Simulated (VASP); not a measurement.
# W (Im-3m) in VASP: a series of runs

Runs on W. Level: PBE. Tasks: relaxation of cell and atoms.

Program: VASP 6.6.1. These are calculated values, not measurements. Logs are shortened: lines on timing, memory, paths and dates and some standing lists are left out, and cuts for length are marked.

## 1. Starting point

It takes space group Im-3m (No. 229, cubic). The conventional cell has a = 3.165 Å, b = 3.165 Å, c = 3.165 Å, α = 90.00°, β = 90.00°, γ = 90.00°. W (site symmetry m-3m) is surrounded by 8 W at 2.74 Å.

## 2. Relaxation of cell and atoms, PBE

File INCAR:

```
SYSTEM = W
  PREC = Accurate
  ENCUT = 600
  EDIFF = 1E-6
  ISMEAR = 1
  SIGMA = 0.1
  LREAL = .False.
  LASPH = .True.
  NELM = 80
  ALGO = Normal
  ISIF = 3
  LWAVE = .False.
  LCHARG = .False.
  GGA = PE
  IBRION = 2
  NSW = 90
  EDIFFG = -0.01
```

File KPOINTS:

```
regular mesh
0
Gamma
  16 16 16
  0 0 0
```

File POSCAR:

```
W
1.0
   -1.5823450000      1.5823450000      1.5823450000
    1.5823450000     -1.5823450000      1.5823450000
    1.5823450000      1.5823450000     -1.5823450000
W
1
Direct
    0.0000000000      0.0000000000      0.0000000000
```

Potentials or basis: VASP PAW PBE potentials, release 64 (W_sv).

On the command line:

```bash
cat potpaw_PBE.64/W_sv/POTCAR > POTCAR
mpirun -np 1 vasp_std > vasp.out
```

OUTCAR:

```text
SYSTEM = W
   PREC = Accurate
   ENCUT = 600
   EDIFF = 1E-6
   ISMEAR = 1
   LREAL = .False.
   LASPH = .True.
   NELM = 80
   ISIF = 3
   GGA = PE
   IBRION = 2
   NSW = 90
   EDIFFG = -0.01

 ion  position               nearest neighbor table
   1  0.000  0.000  0.000-

  LATTYP: Found a body centered cubic cell.
 ALAT       =     3.1646900000

  Lattice vectors:

 A1 = (  -1.5823450000,   1.5823450000,   1.5823450000)
 A2 = (   1.5823450000,  -1.5823450000,   1.5823450000)
 A3 = (   1.5823450000,   1.5823450000,  -1.5823450000)

Analysis of symmetry for initial positions (statically):
=====================================================================
 Subroutine PRICEL returns:
 Original cell was already a primitive cell.

 Routine SETGRP: Setting up the symmetry group for a
 body centered cubic supercell.

 Subroutine GETGRP returns: Found 48 space group operations
 (whereof 48 operations were pure point group operations)
 out of a pool of 48 trial point group operations.

The static configuration has the point symmetry O_h .

Analysis of symmetry for dynamics (positions and initial velocities):
=====================================================================
 Subroutine PRICEL returns:
 Original cell was already a primitive cell.

 Routine SETGRP: Setting up the symmetry group for a
 body centered cubic supercell.

 Subroutine GETGRP returns: Found 48 space group operations
 (whereof 48 operations were pure point group operations)
 out of a pool of 48 trial point group operations.

The dynamic configuration has the point symmetry O_h .

 Subroutine INISYM returns: Found 48 space group operations
 (whereof 48 operations are pure point group operations),
 and found     1 'primitive' translations

----------------------------------------------------------------------------------------

                                     Primitive cell

  volume of cell :      15.8476

  direct lattice vectors                    reciprocal lattice vectors
    -1.582345000  1.582345000  1.582345000     0.000000000  0.315986716  0.315986716
     1.582345000 -1.582345000  1.582345000     0.315986716  0.000000000  0.315986716
     1.582345000  1.582345000 -1.582345000     0.315986716  0.315986716  0.000000000

  length of vectors
     2.740701935  2.740701935  2.740701935     0.446872699  0.446872699  0.446872699

  position of ions in fractional coordinates (direct lattice)
     0.000000000  0.000000000  0.000000000

  ion indices of the primitive-cell ions
   primitive index   ion index
                 1           1

----------------------------------------------------------------------------------------

 KPOINTS: regular mesh

Automatic generation of k-mesh.
 Grid dimensions read from file:
 generate k-points for:   16   16   16

 Generating k-lattice:

  Cartesian coordinates                     Fractional coordinates (reciprocal lattice)
     0.000000000  0.019749170  0.019749170     0.062500000  0.000000000  0.000000000
     0.019749170  0.000000000  0.019749170     0.000000000  0.062500000  0.000000000
     0.019749170  0.019749170  0.000000000     0.000000000  0.000000000  0.062500000

  Length of vectors
     0.027929544  0.027929544  0.027929544

  Shift w.r.t. Gamma in fractional coordinates (k-lattice)
     0.000000000  0.000000000  0.000000000

 Subroutine IBZKPT returns following result:
 ===========================================

 Found    145 irreducible k-points:

 Following reciprocal coordinates:
            Coordinates               Weight
  0.000000  0.000000  0.000000      1.000000
  0.062500  0.000000  0.000000     12.000000
  0.125000  0.000000  0.000000     12.000000
  0.187500  0.000000  0.000000     12.000000
  0.250000  0.000000  0.000000     12.000000
  0.312500  0.000000  0.000000     12.000000
[... 16 lines left out ...]
  0.187500  0.187500  0.000000     24.000000
  0.250000  0.187500 -0.000000     48.000000
 [... further k-points ...]
   k-points           NKPTS =    145   k-points in BZ     NKDIM =    145   number of bands    NBANDS=     11
   number of dos      NEDOS =    301   number of ions     NIONS =      1
   total plane-waves  NPLWV =  13824
   dimension x,y,z NGX =    24 NGY =   24 NGZ =   24
   dimension x,y,z NGXF=    48 NGYF=   48 NGZF=   48
   ions per type =               1
   NGX,Y,Z   is equivalent  to a cutoff of  14.56, 14.56, 14.56 a.u.
   NGXF,Y,Z  is equivalent  to a cutoff of  29.12, 29.12, 29.12 a.u.
 SYSTEM =  W
   PREC   = accura    normal or accurate (medium, high low for compatibility)
   ISTART =      0    job   : 0-new  1-cont  2-samecut
   ICHARG =      2    charge: 1-file 2-atom 10-const
   ISPIN  =      1    spin polarized calculation?
   LNONCOLLINEAR =      F non collinear calculations
   LSORBIT =      F    spin-orbit coupling
   LASPH  =      T    aspherical Exc in radial PAW
   ENCUT  =  600.0 eV  44.10 Ry    6.64 a.u.   5.47  5.47  5.47*2*pi/ulx,y,z
   NELM   =     80;   NELMIN=  2; NELMDL= -5     # of ELM steps
   EDIFF  = 0.1E-05   stopping-criterion for ELM
   LREAL  =      F    real-space projection
   EDIFFG = -.1E-01   stopping-criterion for IOM
   NSW    =     90    number of steps for IOM
   IBRION =      2    ionic relax: 0-MD 1-quasi-New 2-CG
   NFREE  =      1    steps in history (QN), initial steepest desc. (CG)
   ISIF   =      3    stress and relaxation
   ISYM   =      2    0-nonsym 1-usesym 2-fastsym
   POTIM  = 0.5000    time-step for ionic-motion
   TEBEG  =    0.0;   TEEND  =   0.0 temperature during run
   PSTRESS=    0.0 pullay stress
   NELECT =      14.0000    total number of electrons
   NUPDOWN=      -1.0000    fix difference up-down
   EMIN   =  10.00;   EMAX   =-10.00  energy-range for DOS
   EFERMI =   0.00;   METHOD = LEGACY
   ISMEAR =     1;   SIGMA  =   0.10  broadening in eV -4-tet -1-fermi 0-gaus
   EFERMI_NEDOS =   21; number of points for ismear=-14 and -15
   IALGO  =     38    algorithm
   IMIX   =      4    mixing-type and parameters
     AMIX     =   0.40;   BMIX     =  1.00
     AMIX_MAG =   1.60;   BMIX_MAG =  1.00
  volume/ion in A,a.u.               =      15.85       106.94
  Fermi-wavevector in a.u.,A,eV,Ry     =   1.570832  2.968442 33.572544  2.467512
  Thomas-Fermi vector in A             =   2.672506
   LORBIT       =      0    0 simple, 1 ext, 2 COOP (PROOUT), +10 PAW based schemes
   GGA     = PE    functional components
   LHFCALC =     F    Hartree Fock is set to
   AEXX    =    0.0000 exact exchange contribution
   IVDW    =     0    specifies the selected vdW correction
   LEPSILON=     F    determine dielectric tensor
   LRPA    =     F    only Hartree local field effects (RPA)
 conjugate gradient relaxation of ions
 non-spin polarized calculation
 Methfessel and Paxton  Order N= 1 SIGMA  =   0.10
  energy-cutoff  :      600.00
  volume of cell :       15.85
 maximum number of plane-waves:       543
 NGX is ok and might be reduce to    24
   NGX = 11   NGY = 11   NGZ = 11

--------------------------------------- Ionic step        1  -------------------------------------------

 number of electron      14.0000002 magnetization

 Free energy of the ion-electron system (eV)
  ---------------------------------------------------
  ext. energy  EPLUGINS =         0.00000000
  ---------------------------------------------------
  free energy    TOTEN  =       -12.95134492 eV

  energy without entropy =      -12.95078360  energy(sigma->0) =      -12.95115781

------------------------ aborting loop because EDIFF is reached ----------------------------------------

  FORCE on cell =-STRESS in cart. coord.  units (eV):
  Direction    XX          YY          ZZ          XY          YZ          ZX
  --------------------------------------------------------------------------------------
  -------------------------------------------------------------------------------------
  Total        0.5824239      0.5824239      0.5824239      0.0000000     -0.0000000      0.0000000
  in kB       58.8824959     58.8824959     58.8824959      0.0000000     -0.0000000      0.0000000
  external PRESSURE =      58.8824959 kB  Pullay stress =       0.0000000 kB

 VOLUME and BASIS-vectors are now :
 -----------------------------------------------------------------------------
  energy-cutoff  :      600.00
  volume of cell :       15.85
      direct lattice vectors                 reciprocal lattice vectors
    -1.582345000  1.582345000  1.582345000     0.000000000  0.315986716  0.315986716
     1.582345000 -1.582345000  1.582345000     0.315986716  0.000000000  0.315986716
     1.582345000  1.582345000 -1.582345000     0.315986716  0.315986716  0.000000000
[... 71 lines left out ...]
 POSITION                                       TOTAL-FORCE (eV/Angst)
 -----------------------------------------------------------------------------------
      0.00000      0.00000      0.00000         0.000000     -0.000000      0.000000
 -----------------------------------------------------------------------------------
    total drift:                                0.000000      0.000000     -0.000000

  FREE ENERGIE OF THE ION-ELECTRON SYSTEM (eV)
  ---------------------------------------------------
  free  energy   TOTEN  =       -12.9567524567 eV

  energy  without entropy=      -12.9560002782  energy(sigma->0) =      -12.95650173

--------------------------------------- Ionic step        4  -------------------------------------------

 number of electron      14.0000002 magnetization

 Free energy of the ion-electron system (eV)
  ---------------------------------------------------
  ext. energy  EPLUGINS =         0.00000000
  ---------------------------------------------------
  free energy    TOTEN  =       -12.95675799 eV

  energy without entropy =      -12.95601123  energy(sigma->0) =      -12.95650907

 E-fermi :  11.2211     XC(G=0): -13.5350

 val. band max:       11.2175984993   @ k =  -0.3125   0.3125   0.1875
 cond. band min:      11.2422413602   @ k =   0.0625   0.0625   0.0625
 fundamental gap:      0.0246428609
 Fermi energy:        11.2211485310

 k-point     1 :       0.0000    0.0000    0.0000
  band No.  band energies     occupation
      1     -63.0268      2.00000
      2     -26.6159      2.00000
      3     -26.6159      2.00000
      4     -26.6159      2.00000
      5       1.6424      2.00000
      6       9.9802      2.00000
      7       9.9802      2.00000
      8       9.9802      2.00000
      9      13.3961      0.00000
     10      13.3961      0.00000
     11      25.6506      0.00000

 k-point     2 :       0.0625    0.0000    0.0000
  band No.  band energies     occupation
      1     -63.0222      2.00000
      2     -26.6656      2.00000
      3     -26.6315      2.00000
      4     -26.6161      2.00000
      5       1.8274      2.00000
      6       9.8680      2.00000
      7       9.9544      2.00000
      8      10.1583      2.00000
      9      13.2185     -0.00000
     10      13.3974      0.00000
     11      25.8073      0.00000
[... 295 lines left out ...]
 k-point    24 :       0.2500    0.1875   -0.0000
  band No.  band energies     occupation
      1     -62.9175      2.00000
      2     -27.5686      2.00000
      3     -27.0124      2.00000
      4     -26.7204      2.00000
      5       5.8958      2.00000
      6       8.1171      2.00000
      7       8.8903      2.00000
      8      12.7211     -0.00000
      9      14.2133      0.00000
     10      16.3540      0.00000
     11      23.4317      0.00000

 [... further k-points ...]
[... 5 lines left out ...]
  --------------------------------------------------------------------------------------
  -------------------------------------------------------------------------------------
  Total       -0.0039795     -0.0039795     -0.0039795     -0.0000000     -0.0000000      0.0000000
  in kB       -0.3948237     -0.3948237     -0.3948237     -0.0000000     -0.0000000      0.0000000
  external PRESSURE =      -0.3948237 kB  Pullay stress =       0.0000000 kB

 VOLUME and BASIS-vectors are now :
 -----------------------------------------------------------------------------
  energy-cutoff  :      600.00
  volume of cell :       16.15
      direct lattice vectors                 reciprocal lattice vectors
    -1.592305963  1.592305963  1.592305963     0.000000000  0.314010003  0.314010003
     1.592305963 -1.592305963  1.592305963     0.314010003  0.000000000  0.314010003
     1.592305963  1.592305963 -1.592305963     0.314010003  0.314010003  0.000000000

 POSITION                                       TOTAL-FORCE (eV/Angst)
 -----------------------------------------------------------------------------------
      0.00000      0.00000      0.00000         0.000000     -0.000000     -0.000000
 -----------------------------------------------------------------------------------
    total drift:                                0.000000      0.000000     -0.000000

  FREE ENERGIE OF THE ION-ELECTRON SYSTEM (eV)
  ---------------------------------------------------
  free  energy   TOTEN  =       -12.9567579881 eV

  energy  without entropy=      -12.9560112288  energy(sigma->0) =      -12.95650907

 reached required accuracy - stopping structural energy minimisation
```

It took 26 s on 1 thread of Intel Xeon 6975P-C (Granite Rapids), shared host; peak memory 0.17 GiB.

What came out:

```yaml
Free_energy: -12.9568 eV
Relaxed_volume: 16.15 Å³/atom
Relaxed_cell: a = 2.758 Å, b = 2.758 Å, c = 2.758 Å, α = 109.47°, β = 109.47°, γ = 109.47°
Space_group_after_relaxing_to_0.05_Å: Im-3m (No. 229)
Energy_gained_by_relaxing: 5.4 meV/atom
Ionic_steps: 4
Pressure_after_relaxing: 0.0 GPa
Band_gap_on_the_k_mesh: none (metal or under the smearing width)
```

Step by step:
```csv
step,energy change (eV),largest force (eV/Å),pressure (GPa),volume (Å³)
1,0.0000,0.0000,5.89,15.85
2,0.0544,0.0000,-16.87,17.22
3,-0.0054,0.0000,-0.16,16.16
4,-0.0054,0.0000,-0.04,16.15
```

Final structure:
```
W
1.0
    -1.59231    1.59231    1.59231
     1.59231   -1.59231    1.59231
     1.59231    1.59231   -1.59231
W
1
Direct
  0.00000 0.00000 0.00000
```

## 3. Relaxation of cell and atoms, PBE

This run uses another cell than the first one, of 16.15 Å³/atom, 1.019 times its volume.

INCAR, as its differences from that of step 2:

```diff
@@ -3,3 +3,3 @@
   ENCUT = 600
-  EDIFF = 1E-6
+  EDIFF = 1E-7
   ISMEAR = 1
@@ -16,2 +16,2 @@
   NSW = 90
-  EDIFFG = -0.01
+  EDIFFG = -0.005
```

KPOINTS is that of step 2.

File POSCAR:

```
W                                       
1.0
   -1.5923059626      1.5923059626      1.5923059626
    1.5923059626     -1.5923059626      1.5923059626
    1.5923059626      1.5923059626     -1.5923059626
  W             
     1
Direct
     0.0000000000000000    0.0000000000000000    0.0000000000000000
```

Potentials or basis: VASP PAW PBE potentials, release 64 (W_sv).

On the command line:

```bash
cat potpaw_PBE.64/W_sv/POTCAR > POTCAR
mpirun -np 1 vasp_std > vasp.out
```

It took 13 s on 1 thread of Intel Xeon 6975P-C (Granite Rapids), shared host; peak memory 0.16 GiB.

Results (log left out):

```
Free energy             : -12.9568 eV
Pressure after relaxing : 0.0 GPa
Band gap on the k mesh  : none (metal or under the smearing width)
```

Final structure:
```cif
data_structure
_symmetry_space_group_name_H-M 'P 1'
_symmetry_Int_Tables_number 1
_cell_length_a 2.7580
_cell_length_b 2.7580
_cell_length_c 2.7580
_cell_angle_alpha 109.471
_cell_angle_beta 109.471
_cell_angle_gamma 109.471
_cell_volume 16.15
loop_
_atom_site_label
_atom_site_type_symbol
_atom_site_fract_x
_atom_site_fract_y
_atom_site_fract_z
_atom_site_occupancy
W1 W 0.00000 0.00000 0.00000 1
```

Levels at points of the mesh, in eV from the Fermi level:
| k point | band 5 | band 6 | band 7 | band 8 | band 9 | band 10 |
| --- | --- | --- | --- | --- | --- | --- |
| (0.00, 0.00, 0.00) | -9.58 | -1.24 | -1.24 | -1.24 | 2.17 | 2.17 |
| (0.50, 0.00, 0.00) | -6.20 | -3.52 | 0.57 | 2.06 | 3.01 | 5.94 |
| (0.50, 0.50, 0.50) | -5.73 | -5.73 | 4.99 | 4.99 | 4.99 | 8.05 |

Caveat: the relaxation stopped at its first step, so nothing moved.
